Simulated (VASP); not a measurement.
Input of a VASP 6.6.1 run:

INCAR

```
SYSTEM = C
PREC = Accurate
ENCUT = 600
EDIFF = 1E-7
ISMEAR = 0
SIGMA = 0.03
LREAL = .False.
LASPH = .True.
NELM = 80
ALGO = Normal
ISIF = 2
LWAVE = .False.
LCHARG = .False.
GGA = PE
IBRION = 2
NSW = 40
EDIFFG = -0.01
```

The input KPOINTS:

```
regular mesh
0
Gamma
  14 14 14
  0 0 0
```

File POSCAR:

```
C                                       
1.0
    0.0000000000      1.7493502114      1.7493502114
    1.7493502114      0.0000000000      1.7493502114
    1.7493502114      1.7493502114      0.0000000000
  C             
     2
Direct
     0.0000000000000000    0.0000000000000000    0.0000000000000000
     0.2500000000000000    0.2500000000000000    0.2500000000000000
```

Potentials or basis: VASP PAW PBE potentials, release 64 (C).

Command:

```sh
$ cat potpaw_PBE.64/C/POTCAR > POTCAR
$ mpirun -np 1 vasp_std > vasp.out
```

(1) What does it give for the band gap on the k mesh?

## Answers

(1) 4.26 eV, indirect (least direct gap 5.75 eV).

Caveat: the relaxation stopped at its first step, so nothing moved.
